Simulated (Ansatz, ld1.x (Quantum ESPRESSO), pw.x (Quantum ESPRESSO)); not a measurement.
**technetium: one change to the TM potential, in the atom and in the fcc crystal**

```
Element                 : Tc (Z = 43)
Generator               : ld1.x (Quantum ESPRESSO) 7.5
Type                    : norm-conserving Troullier–Martins (Kleinman–Bylander form)
Functional              : PBE
Relativity              : scalar-relativistic
Frozen core             : [Kr]
Valence charge          : 7
Reference configuration : 4d5 5s2 5p0
Partial waves           : 5p (bound, empty): rc 3.55 bohr; 4d (bound): rc 1.35 bohr; 5s (bound): rc 2.45 bohr
Local potential         : the s channel
Core correction         : none
```

Change: local potential the p channel.

Cutoffs, loose and tight: the cutoffs (Ry, on a coarse ladder) from which the occupation-weighted sum of valence levels, in a spherical-Bessel basis at the reference potential, stays within 10 and 1 mRy of its value at 400 Ry. They do not see the model core or the augmentation charge, which bear on the density cutoff. Test errors are all-electron minus pseudo excitation energies from the reference, over the configurations 4d5 5s1 5p0; 4d5 5s0 5p0; 4d4 5s0 5p0; 4d4 5s2 5p0; 4d5 5s1.5 5p0; 4d4 5s2 5p1; 4d5 5s1 5p1; variants that change the core or the reference have their own tests.

Crystal test: fcc Tc in pw.x 7.5, no spin, 15³ k-points, Fermi–Dirac smearing 0.01 Ry, cutoffs set for each file from its atomic test. The reference is all-electron LAPW (Ansatz 0.2.0) with the same functional, mesh and smearing; V0 and B0 come from Birch–Murnaghan fits to the pressures at five volumes. Errors are pseudo minus all-electron; Δ is the rms difference of the E(V) curves that follow from these fits, minima aligned, over ±6 % about the mean V0. Mesh and smearing are coarse, so the numbers serve the comparison and aren't converged zero-temperature values; the lattice is a test structure that the element need not adopt.

All-electron: a0 = 3.873 Å (V0 = 14.52 Å³/atom), B0 = 295.3 GPa.

Task: Does the change bring the crystal closer to the all-electron result?

Result: The mean pressure error goes from +22.26 to +47.62 GPa, so the change moves the solid further from the all-electron pressures. Neither pressure curve crosses zero within the volumes sampled, so no fits are given.

```csv
quantity,base,changed
outcome (atom),generated,generated
"cutoff, loose (atom)",50 Ry,50 Ry
"cutoff, tight (atom)",70 Ry,70 Ry
bound ghosts (atom),none,none
largest test error (meV) (atom),-122,-122
cutoffs in pw.x (Ry),85/340,85/340
mean pressure error (GPa),+22.26,+47.62
```

Base: The largest radius (3.55 bohr) exceeds half the bond length (2.59 bohr), so the spheres overlap, which is one possible source of error among others. This is a poor potential for the solid. Changed file: The largest radius (3.55 bohr) exceeds half the bond length (2.59 bohr), so the spheres overlap, which is one possible source of error among others. This is a poor potential for the solid. The atomic cutoffs weigh occupied waves only.
